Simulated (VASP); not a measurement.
# Tm (Im-3m) in VASP: notebook

One crystal, Tm, is run at these levels: PBE; tasks: single point.

Program: VASP 6.6.1. These are calculated values, not measurements. Logs are shortened: lines on timing, memory, paths and dates and some standing lists are left out, and cuts for length are marked.

### Step 1. Starting point

The structure is cubic, space group Im-3m (No. 229). The conventional cell has a = 3.941 Å, b = 3.941 Å, c = 3.941 Å, α = 90.00°, β = 90.00°, γ = 90.00°. Around Tm (site symmetry m-3m) lie 8 Tm at 3.41 Å.

This isn't the form of Tm at room conditions, which is hcp.

### Step 2. Single point, PBE, collinear spin, ferromagnetic start

INCAR reads:

```
ADDGRID  = F            
ALGO     = Normal         # electronic algorithm
EDIFF    = 1E-6           # SCF threshold, eV
ENCUT    = 400            # plane-wave cutoff, eV
GGA      = PE             # functional
ISIF     = 2              # what is computed and relaxed
ISMEAR   = -1             # smearing method
ISPIN    = 2              # spin polarisation
LASPH    = T              # aspherical terms in the spheres
LCHARG   = F              # write CHGCAR
LMAXMIX  = 6              # l up to which the mixer works
LORBIT   = 11             # projections on sites
LREAL    = F              # projectors in reciprocal space
LWAVE    = F              # write WAVECAR
MAGMOM   = 2              # initial moments
NELM     = 100            # most SCF steps
PREC     = Accurate       # precision mode
SIGMA    = 0.2            # smearing width, eV
```

KPOINTS reads:

```
k-points
0
Gamma
  6 6 6
```

POSCAR reads:

```
Tm
1.0
   -1.8621100000      1.9916120000      1.9516370000
    1.9655340000     -2.0016460000      2.0650950000
    1.8577320000      1.9972680000     -1.9616710000
Tm
1
Direct
   -0.0415270000     -0.0161680000     -0.0347540000
```

Potentials or basis: VASP PAW PBE potentials, release 64 (Tm).

Run with:

```bash
> cat potpaw_PBE.64/Tm/POTCAR > POTCAR
> mpirun -np 1 vasp_std > vasp.out
```

OUTCAR:

```text
EDIFF = 1E-6
   ENCUT = 400
   GGA = PE
   ISIF = 2
   ISMEAR = -1
   ISPIN = 2
   LASPH = T
   LORBIT = 11
   LREAL = F
   NELM = 100
   PREC = Accurate

 Found    112 irreducible k-points:

 Following reciprocal coordinates:
            Coordinates               Weight
  0.000000  0.000000  0.000000      1.000000
  0.166667  0.000000 -0.000000      2.000000
  0.333333  0.000000 -0.000000      2.000000
  0.500000  0.000000 -0.000000      1.000000
 -0.000000  0.166667  0.000000      2.000000
  0.166667  0.166667 -0.000000      2.000000
   k-points           NKPTS =    112   k-points in BZ     NKDIM =    112   number of bands    NBANDS=     16
   number of dos      NEDOS =    301   number of ions     NIONS =      1
   total plane-waves  NPLWV =  13824
   dimension x,y,z NGX =    24 NGY =   24 NGZ =   24
   dimension x,y,z NGXF=    48 NGYF=   48 NGZF=   48
   ions per type =               1
   NGX,Y,Z   is equivalent  to a cutoff of  11.90, 11.45, 11.88 a.u.
   NGXF,Y,Z  is equivalent  to a cutoff of  23.80, 22.91, 23.75 a.u.
 SYSTEM =  unknown system
   PREC   = accura    normal or accurate (medium, high low for compatibility)
   ISTART =      0    job   : 0-new  1-cont  2-samecut
   ICHARG =      2    charge: 1-file 2-atom 10-const
   ISPIN  =      2    spin polarized calculation?
   LNONCOLLINEAR =      F non collinear calculations
   LSORBIT =      F    spin-orbit coupling
   LASPH  =      T    aspherical Exc in radial PAW
   ENCUT  =  400.0 eV  29.40 Ry    5.42 a.u.   5.47  5.68  5.48*2*pi/ulx,y,z
   NELM   =    100;   NELMIN=  2; NELMDL= -5     # of ELM steps
   EDIFF  = 0.1E-05   stopping-criterion for ELM
   LREAL  =      F    real-space projection
   EDIFFG = 0.1E-04   stopping-criterion for IOM
   NSW    =      0    number of steps for IOM
   IBRION =     -1    ionic relax: 0-MD 1-quasi-New 2-CG
   NFREE  =      0    steps in history (QN), initial steepest desc. (CG)
   ISIF   =      2    stress and relaxation
   ISYM   =      2    0-nonsym 1-usesym 2-fastsym
   POTIM  = 0.5000    time-step for ionic-motion
   TEBEG  =    0.0;   TEEND  =   0.0 temperature during run
   PSTRESS=    0.0 pullay stress
   NELECT =      23.0000    total number of electrons
   NUPDOWN=      -1.0000    fix difference up-down
   EMIN   =  10.00;   EMAX   =-10.00  energy-range for DOS
   EFERMI =   0.00;   METHOD = LEGACY
   ISMEAR =    -1;   SIGMA  =   0.20  broadening in eV -4-tet -1-fermi 0-gaus
   EFERMI_NEDOS =   21; number of points for ismear=-14 and -15
   IALGO  =     38    algorithm
   IMIX   =      4    mixing-type and parameters
     AMIX     =   0.40;   BMIX     =  1.00
     AMIX_MAG =   1.60;   BMIX_MAG =  1.00
  volume/ion in A,a.u.               =      30.61       206.55
  Fermi-wavevector in a.u.,A,eV,Ry     =   1.488367  2.812605 30.140106  2.215235
  Thomas-Fermi vector in A             =   2.601410
   LORBIT       =     11    0 simple, 1 ext, 2 COOP (PROOUT), +10 PAW based schemes
   GGA     = PE    functional components
   LHFCALC =     F    Hartree Fock is set to
   AEXX    =    0.0000 exact exchange contribution
   IVDW    =     0    specifies the selected vdW correction
   LEPSILON=     F    determine dielectric tensor
   LRPA    =     F    only Hartree local field effects (RPA)
 spin polarized calculation
  energy-cutoff  :      400.00
  volume of cell :       30.61
 maximum number of plane-waves:       569
 NGX is ok and might be reduce to    24

 number of electron      23.0000006 magnetization       1.2078158

 Free energy of the ion-electron system (eV)
  ---------------------------------------------------
  ext. energy  EPLUGINS =         0.00000000
  ---------------------------------------------------
  free energy    TOTEN  =        -4.41207694 eV

  energy without entropy =       -3.66526946  energy(sigma->0) =       -4.03867320

 E-fermi :   2.2890     XC(G=0): -10.1992

 val. band max:        2.2597498328   @ k =   0.3333   0.0000   0.3333
 cond. band min:       2.3240140277   @ k =   0.5000  -0.3333   0.1667
 fundamental gap:      0.0642641948
 Fermi energy:         2.2890346832

 spin component 1

 k-point     1 :       0.0000    0.0000    0.0000
  band No.  band energies     occupation
      1     -48.2143      1.00000
      2     -21.1679      1.00000
      3     -21.1481      1.00000
      4     -21.1281      1.00000
      5      -3.0781      1.00000
      6       0.8658      0.99919
[... 8 lines left out ...]
     15       5.4738      0.00000
     16       7.0444      0.00000
[... 77 lines left out ...]
 k-point     6 :       0.1667    0.1667   -0.0000
  band No.  band energies     occupation
      1     -48.1896      1.00000
      2     -21.4914      1.00000
      3     -21.2696      1.00000
      4     -21.1663      1.00000
      5      -1.0404      1.00000
      6       0.8843      0.99911
[... 8 lines left out ...]
     15       6.7741      0.00000
     16       7.6805      0.00000

 [... further k-points ...]

 spin component 2

 k-point     1 :       0.0000    0.0000    0.0000
  band No.  band energies     occupation
      1     -47.6848      1.00000
      2     -20.7966      1.00000
      3     -20.7770      1.00000
      4     -20.7573      1.00000
      5      -3.0963      1.00000
      6       1.8742      0.88837
[... 8 lines left out ...]
     15       5.5538      0.00000
     16       7.1249      0.00000
[... 77 lines left out ...]
 k-point     6 :       0.1667    0.1667   -0.0000
  band No.  band energies     occupation
      1     -47.6588      1.00000
      2     -21.1355      1.00000
      3     -20.9037      1.00000
      4     -20.7968      1.00000
      5      -1.0431      1.00000
      6       1.8648      0.89294
[... 8 lines left out ...]
     15       6.8654      0.00000
     16       7.7916      0.00000

 [... further k-points ...]

------------------------ aborting loop because EDIFF is reached ----------------------------------------

  FORCE on cell =-STRESS in cart. coord.  units (eV):
  Direction    XX          YY          ZZ          XY          YZ          ZX
  --------------------------------------------------------------------------------------
  -------------------------------------------------------------------------------------
  Total        0.6864930      0.5504274      0.5173278      0.0076383      0.0296920     -0.2963078
  in kB       35.9355389     28.8129742     27.0803227      0.3998386      1.5542756    -15.5106911
  external PRESSURE =      30.6096120 kB  Pullay stress =       0.0000000 kB

 VOLUME and BASIS-vectors are now :
 -----------------------------------------------------------------------------
  energy-cutoff  :      400.00
  volume of cell :       30.61
      direct lattice vectors                 reciprocal lattice vectors
    -1.862110000  1.991612000  1.951637000    -0.006468339  0.251318090  0.249752960
     1.965534000 -2.001646000  2.065095000     0.255000420  0.000889619  0.242395002
     1.857732000  1.997268000 -1.961671000     0.262009400  0.250969113 -0.006119362

 POSITION                                       TOTAL-FORCE (eV/Angst)
 -----------------------------------------------------------------------------------
      1.94214      1.86748      2.00880        -0.000000      0.000000      0.000000
 -----------------------------------------------------------------------------------
    total drift:                                0.000033      0.000033     -0.000001

  FREE ENERGIE OF THE ION-ELECTRON SYSTEM (eV)
  ---------------------------------------------------
  free  energy   TOTEN  =        -4.4120769411 eV

  energy  without entropy=       -3.6652694593  energy(sigma->0) =       -4.03867320

 total charge

# of ion       s       p       d       f       tot
--------------------------------------------------
    1        2.216   5.941   0.405  12.503  21.065

 magnetization (x)

# of ion       s       p       d       f       tot
--------------------------------------------------
    1        0.003  -0.021  -0.009   1.257   1.230
```

OSZICAR:

```text
N       E                     dE             d eps       ncg     rms          rms(c)
DAV:   1     0.910172071837E+02    0.91017E+02   -0.70681E+03  8944   0.668E+03
[... 12 lines left out ...]
DAV:  14    -0.441209108809E+01    0.73698E-04   -0.19498E-04 12336   0.145E+00    0.211E-01
DAV:  15    -0.441207538296E+01    0.15705E-04   -0.13629E-04 13200   0.620E-01    0.133E-01
DAV:  16    -0.441207535624E+01    0.26714E-07   -0.14325E-05 12680   0.343E-01    0.873E-02
DAV:  17    -0.441208527513E+01   -0.99189E-05   -0.63897E-05 10784   0.472E-01    0.414E-02
DAV:  18    -0.441207922307E+01    0.60521E-05   -0.29349E-05 11696   0.373E-01    0.538E-02
DAV:  19    -0.441207767233E+01    0.15507E-05   -0.34875E-06  6272   0.893E-02    0.283E-02
DAV:  20    -0.441207694106E+01    0.73126E-06   -0.16401E-06  5752   0.653E-02
   1 F= -.44120769E+01 E0= -.40386732E+01  d E =-.746807E+00  mag=     1.2076
```

It took 2.1 min on 1 thread of Intel Xeon Platinum 8259CL at 2.50GHz (Skylake/Cascade Lake), shared host; peak memory 0.21 GiB.

These settings aren't checked as converged: the numbers below hold their error.

What came out:

```
Free energy                                           : -4.4121 eV
Pressure                                              : 3.1 GPa
Band gap on the k mesh                                : none (metal or under the smearing width)
Net moment                                            : 1.21 μB per cell
Site moments                                          : Tm +1.23 μB
Valence electrons inside the program's atomic spheres : Tm 21.07
```

Caveat: the k mesh is coarse (spacing up to 0.38 Å⁻¹), so the values aren't converged; the cutoff is under 1.25 times the usual one of these potentials, so pressure, stress and relaxed cells hold a basis-set (Pulay) error; the magnetic or orbital state may not be the lowest; spin-orbit coupling is left out, which moves the levels of the heavy elements.

### Step 3. Single point, PBE, collinear spin, ferromagnetic start

This run uses another cell than the first one, of the same volume but with other edges.

Changes to INCAR since step 2:

```diff
@@ -17,2 +17,2 @@
 PREC     = Accurate       # precision mode
-SIGMA    = 0.2            # smearing width, eV
+SIGMA    = 0.05           # smearing width, eV
```

KPOINTS is that of step 2.

POSCAR reads:

```
Tm
1.0
   -1.9705499473      1.9705499473      1.9705499473
    1.9705499473     -1.9705499473      1.9705499473
    1.9705499473      1.9705499473     -1.9705499473
Tm
1
Direct
    0.0000000000      0.0000000000      0.0000000000
```

Potentials or basis: VASP PAW PBE potentials, release 64 (Tm).

Run with:

```bash
> cat potpaw_PBE.64/Tm/POTCAR > POTCAR
> mpirun -np 1 vasp_std > vasp.out
```

Wall time 22 s (1 thread of Intel Xeon Platinum 8259CL at 2.50GHz (Skylake/Cascade Lake), shared host); peak memory 0.16 GiB.

These settings aren't checked as converged: the numbers below hold their error.

Results:

| Item | Value |
| --- | --- |
| Free energy | -4.0241 eV |
| Pressure | 2.2 GPa |
| Band gap on the k mesh | none (metal or under the smearing width) |
| Net moment | 1.10 μB per cell |
| Site moments | Tm +1.21 μB |
| Valence electrons inside the program's atomic spheres | Tm 21.07 |

Caveat: the k mesh is coarse (spacing up to 0.38 Å⁻¹), so the values aren't converged; the cutoff is under 1.25 times the usual one of these potentials, so pressure, stress and relaxed cells hold a basis-set (Pulay) error; the magnetic or orbital state may not be the lowest; spin-orbit coupling is left out, which moves the levels of the heavy elements.

### Step 4. The reference run

An earlier run on the cell as given: functional PBE; potentials or basis VASP PAW PBE potentials, release 64 (Tm); cutoff 520 eV; k mesh 10 × 10 × 10; occupations fermi-dirac, width 0.05 eV; collinear spin, ferromagnetic start; starting moments [2.0] μB.

* Pressure: 2.8 GPa
* Band gap on the k mesh: none (metal or under the smearing width)
* Net moment: 1.14 μB per cell
* Site moments: Tm +1.22 μB
* Valence electrons inside the program's atomic spheres: Tm 21.06
